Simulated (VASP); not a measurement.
# CdSe (Cadmoselite) (P6_3mc) in VASP: further runs

CdSe (Cadmoselite) is run at these levels: revPBE+D3(BJ), LDA; tasks: single point.

Program: VASP 6.6.1. These are calculated values, not measurements. Logs are shortened: lines on timing, memory, paths and dates and some standing lists are left out, and cuts for length are marked.

**Experimental background.**

A printed reference work, data compilation reports, for a bulk crystal of CdSe at 2 K: band gap 1.841 eV.

How close the calculation comes is told below.

## (1) The cell of the first run

Symmetry: P6_3mc, No. 186, hexagonal system. Conventional cell: a = 4.242 Å, b = 4.242 Å, c = 6.925 Å, α = 90.00°, β = 90.00°, γ = 120.00°. Within 3.4 Å of Cd (site symmetry 3m) lie 4 Se at 2.58 to 2.67 Å. Se (site symmetry 3m) has 4 Cd at 2.58 to 2.67 Å within 3.4 Å.

## (2) Single point, revPBE+D3(BJ)

INCAR

```
SYSTEM = CdSe
PREC = Accurate
ENCUT = 520
EDIFF = 1E-6
ISMEAR = -1
SIGMA = 0.05
LREAL = .FALSE.
LASPH = .TRUE.
NELM = 80
ALGO = Normal
ISIF = 2
LWAVE = .FALSE.
LCHARG = .FALSE.
GGA = RE
IVDW = 12
NBANDS = 26
```

KPOINTS

```
regular mesh
0
G
  7 7 4
  0 0 0
```

POSCAR

```
CdSe
1.0
    4.2418847678      0.0000000000      0.0000000000
   -2.1209423839      3.6735799689      0.0000000000
    0.0000000000      0.0000000000      6.9251235047
Cd Se
2 2
Direct
    0.6666666667      0.3333333333      0.5000000000
    0.3333333333      0.6666666667      0.0000000000
    0.6666666667      0.3333333333      0.8850000000
    0.3333333333      0.6666666667      0.3850000000
```

Potentials or basis: VASP PAW PBE potentials, release 64 (Cd, Se).

Launch:

```
> cat potpaw_PBE.64/Cd/POTCAR potpaw_PBE.64/Se/POTCAR > POTCAR
> mpirun -np 1 vasp_std > vasp.out
```

OUTCAR:

```text
SYSTEM = CdSe
   PREC = Accurate
   ENCUT = 520
   EDIFF = 1E-6
   ISMEAR = -1
   LREAL = .FALSE.
   LASPH = .TRUE.
   NELM = 80
   ISIF = 2
   GGA = RE
   IVDW = 12
 IVDW          = 12

 ion  position               nearest neighbor table
   1  0.667  0.333  0.500-   4 2.58   4 2.58   4 2.58   3 2.67
   2  0.333  0.667  0.000-   3 2.58   3 2.58   3 2.58   4 2.67
   3  0.667  0.333  0.885-   2 2.58   2 2.58   2 2.58   1 2.67
   4  0.333  0.667  0.385-   1 2.58   1 2.58   1 2.58   2 2.67

  LATTYP: Found a hexagonal cell.
 ALAT       =     4.2418847678
 C/A-ratio  =     1.6325581395

  Lattice vectors:

 A1 = (   4.2418847678,   0.0000000000,   0.0000000000)
 A2 = (  -2.1209423839,   3.6735799689,   0.0000000000)
 A3 = (   0.0000000000,   0.0000000000,   6.9251235047)

Analysis of symmetry for initial positions (statically):
=====================================================================
 Subroutine PRICEL returns:
 Original cell was already a primitive cell.

 Routine SETGRP: Setting up the symmetry group for a
 hexagonal supercell.

 Subroutine GETGRP returns: Found 12 space group operations
 (whereof  6 operations were pure point group operations)
 out of a pool of 24 trial point group operations.

The static configuration has the point symmetry C_3v.
 The point group associated with its full space group is C_6v.

Analysis of symmetry for dynamics (positions and initial velocities):
=====================================================================
 Subroutine PRICEL returns:
 Original cell was already a primitive cell.

 Routine SETGRP: Setting up the symmetry group for a
 hexagonal supercell.

 Subroutine GETGRP returns: Found 12 space group operations
 (whereof  6 operations were pure point group operations)
 out of a pool of 24 trial point group operations.

The dynamic configuration has the point symmetry C_3v.
 The point group associated with its full space group is C_6v.

 Subroutine INISYM returns: Found 12 space group operations
 (whereof  6 operations are pure point group operations),
 and found     1 'primitive' translations

----------------------------------------------------------------------------------------

                                     Primitive cell

[... 88 lines left out ...]
   LNONCOLLINEAR =      F non collinear calculations
   LSORBIT =      F    spin-orbit coupling
   LASPH  =      T    aspherical Exc in radial PAW
   ENCUT  =  520.0 eV  38.22 Ry    6.18 a.u.   7.89  7.89 12.88*2*pi/ulx,y,z
   NELM   =     80;   NELMIN=  2; NELMDL= -5     # of ELM steps
   EDIFF  = 0.1E-05   stopping-criterion for ELM
   LREAL  =      F    real-space projection
   EDIFFG = 0.1E-04   stopping-criterion for IOM
   NSW    =      0    number of steps for IOM
   IBRION =     -1    ionic relax: 0-MD 1-quasi-New 2-CG
   NFREE  =      0    steps in history (QN), initial steepest desc. (CG)
   ISIF   =      2    stress and relaxation
   ISYM   =      2    0-nonsym 1-usesym 2-fastsym
   POTIM  = 0.5000    time-step for ionic-motion
   TEBEG  =    0.0;   TEEND  =   0.0 temperature during run
   PSTRESS=    0.0 pullay stress
   NELECT =      36.0000    total number of electrons
   NUPDOWN=      -1.0000    fix difference up-down
   EMIN   =  10.00;   EMAX   =-10.00  energy-range for DOS
   EFERMI =   0.00;   METHOD = LEGACY
   ISMEAR =    -1;   SIGMA  =   0.05  broadening in eV -4-tet -1-fermi 0-gaus
   EFERMI_NEDOS =   21; number of points for ismear=-14 and -15
   IALGO  =     38    algorithm
   IMIX   =      4    mixing-type and parameters
     AMIX     =   0.40;   BMIX     =  1.00
     AMIX_MAG =   1.60;   BMIX_MAG =  1.00
  volume/ion in A,a.u.               =      26.98       182.06
  Fermi-wavevector in a.u.,A,eV,Ry     =   1.135404  2.145602 17.539841  1.289142
  Thomas-Fermi vector in A             =   2.272109
   LORBIT       =      0    0 simple, 1 ext, 2 COOP (PROOUT), +10 PAW based schemes
   GGA     = RE    functional components
   LHFCALC =     F    Hartree Fock is set to
   AEXX    =    0.0000 exact exchange contribution
   IVDW    =    12    specifies the selected vdW correction
   LEPSILON=     F    determine dielectric tensor
   LRPA    =     F    only Hartree local field effects (RPA)
 non-spin polarized calculation
  energy-cutoff  :      520.00
  volume of cell :      107.91
 maximum number of plane-waves:      2922
 NGX is ok and might be reduce to    32
   NGX = 15   NGY = 15   NGZ = 25

 number of electron      35.9999997 magnetization

 Free energy of the ion-electron system (eV)
  ---------------------------------------------------
  ext. energy  EPLUGINS =         0.00000000
  ---------------------------------------------------
  free energy    TOTEN  =        -9.55080946 eV

  energy without entropy =       -9.55080743  energy(sigma->0) =       -9.55080844

 E-fermi :   1.8511     XC(G=0):  -8.9015

 val. band max:        1.3609151589   @ k =   0.0000   0.0000   0.0000
 cond. band min:       2.2801474736   @ k =   0.0000   0.0000   0.0000
 fundamental gap:      0.9192323147
 Fermi energy:         1.8511360317

 k-point     1 :       0.0000    0.0000    0.0000
  band No.  band energies     occupation
      1     -11.4429      2.00000
      2     -11.0447      2.00000
      3      -6.7278      2.00000
      4      -6.7278      2.00000
      5      -6.6661      2.00000
      6      -6.6661      2.00000
[... 685 lines left out ...]
     25       9.5825      0.00000
     26       9.5825      0.00000

------------------------ aborting loop because EDIFF is reached ----------------------------------------

 Edisp (eV)   -2.56835

 E8    (eV) :    -1.7847

  FORCE on cell =-STRESS in cart. coord.  units (eV):
  Direction    XX          YY          ZZ          XY          YZ          ZX
  --------------------------------------------------------------------------------------
  -------------------------------------------------------------------------------------
  Total       2.69437     2.69437     0.85702     0.00000     0.00000     0.00000
  in kB      40.00295    40.00295    12.72406     0.00000     0.00000     0.00000
  external pressure =       30.91 kB  Pullay stress =        0.00 kB

 VOLUME and BASIS-vectors are now :
 -----------------------------------------------------------------------------
  energy-cutoff  :      520.00
  volume of cell :      107.91
      direct lattice vectors                 reciprocal lattice vectors
     4.241884768  0.000000000  0.000000000     0.235744263  0.136107014  0.000000000
    -2.120942384  3.673579969  0.000000000     0.000000000  0.272214028  0.000000000
     0.000000000  0.000000000  6.925123505     0.000000000  0.000000000  0.144401757

 POSITION                                       TOTAL-FORCE (eV/Angst)
 -----------------------------------------------------------------------------------
      2.12094      1.22453      3.46256         0.000000      0.000000      0.345266
     -0.00000      2.44905      0.00000        -0.000000     -0.000000      0.345266
      2.12094      1.22453      6.12873        -0.000000      0.000000     -0.345266
     -0.00000      2.44905      2.66617         0.000000     -0.000000     -0.345266
 -----------------------------------------------------------------------------------
    total drift:                               -0.000000      0.000000      0.000074

  FREE ENERGIE OF THE ION-ELECTRON SYSTEM (eV)
  ---------------------------------------------------
  free  energy   TOTEN  =       -12.1191625978 eV

  energy  without entropy=      -12.1191605714  energy(sigma->0) =      -12.11916158
```

OSZICAR:

```text
N       E                     dE             d eps       ncg     rms          rms(c)
DAV:   1     0.242140552699E+03    0.24214E+03   -0.17157E+04  1248   0.125E+03
DAV:   2     0.220451321997E+01   -0.23994E+03   -0.23252E+03  1352   0.312E+02
DAV:   3    -0.101627159074E+02   -0.12367E+02   -0.12299E+02  1502   0.709E+01
DAV:   4    -0.102625423892E+02   -0.99826E-01   -0.99730E-01  1340   0.596E+00
DAV:   5    -0.102631576379E+02   -0.61525E-03   -0.61523E-03  1466   0.458E-01    0.998E+00
DAV:   6    -0.957875204586E+01    0.68441E+00   -0.11484E+00  1494   0.108E+01    0.765E+00
DAV:   7    -0.955154785729E+01    0.27204E-01   -0.63662E-01  1330   0.412E+00    0.238E+00
DAV:   8    -0.954906945542E+01    0.24784E-02   -0.73929E-02  1302   0.274E+00    0.477E-01
DAV:   9    -0.955019034145E+01   -0.11209E-02   -0.94725E-03  1358   0.107E+00    0.151E-01
DAV:  10    -0.955055233858E+01   -0.36200E-03   -0.11950E-03  1324   0.376E-01    0.870E-02
DAV:  11    -0.955077584809E+01   -0.22351E-03   -0.38586E-04  1316   0.104E-01    0.351E-02
DAV:  12    -0.955080186078E+01   -0.26013E-04   -0.32223E-05  1458   0.408E-02    0.130E-02
DAV:  13    -0.955080919738E+01   -0.73366E-05   -0.26130E-05  1282   0.397E-02    0.382E-03
DAV:  14    -0.955080945584E+01   -0.25846E-06   -0.11170E-06  1198   0.104E-02
   1 F= -.12119163E+02 E0= -.12119162E+02  d E =-.202637E-05
```

stdout:

```text
POSCAR found type information on POSCAR CdSe
 POSCAR found :  2 types and       4 ions
 scaLAPACK will be used
 -----------------------------------------------------------------------------
|                                                                             |
|                                                                             |
|     You enforced a specific xc type in the INCAR file but a different       |
|     I HOPE YOU KNOW WHAT YOU ARE DOING!                                     |
|                                                                             |
 -----------------------------------------------------------------------------

 LDA part: xc-table for (Slater+PW92), standard interpolation
 POSCAR, INCAR and KPOINTS ok, starting setup
 FFT: planning ... GRIDC
 FFT: planning ... GRID_SOFT
 FFT: planning ... GRID
 WAVECAR not read
 entering main loop
```

Wall time 26 s (1 thread of Intel Xeon 6975P-C (Granite Rapids), shared host); peak memory 0.26 GiB.

What came out:

```yaml
Free_energy: -12.1192 eV
Pressure: 3.1 GPa
Largest_force: 0.345 eV/Å
Band_gap_on_the_k_mesh: 0.92 eV, direct
Dispersion_energy_per_atom: -0.642 eV
```

Forces in eV/Å, atoms in the order of the input:
```
Cd   0.000  0.000  0.345
Cd   0.000  0.000  0.345
Se   0.000  0.000 -0.345
Se   0.000  0.000 -0.345
```

Stress tensor (GPa, compression positive):
```
4.00 0.00 0.00
0.00 4.00 0.00
0.00 0.00 1.27
```

Levels at points of the mesh, in eV from the valence-band top:
```
           k point  band 15  band 16  band 17  band 18  band 19  band 20  band 21  band 22
(0.00, 0.00, 0.00)    -0.77    -0.02     0.00     0.00     0.92     2.25     5.93     5.93
(0.00, 0.00, 0.50)    -0.40    -0.40    -0.40    -0.40     2.51     2.51     5.99     5.99
```

Caveat: the PAW data sets were made with another functional, which shifts forces and pressure a little.

(Part 1 of 2 ends here.)
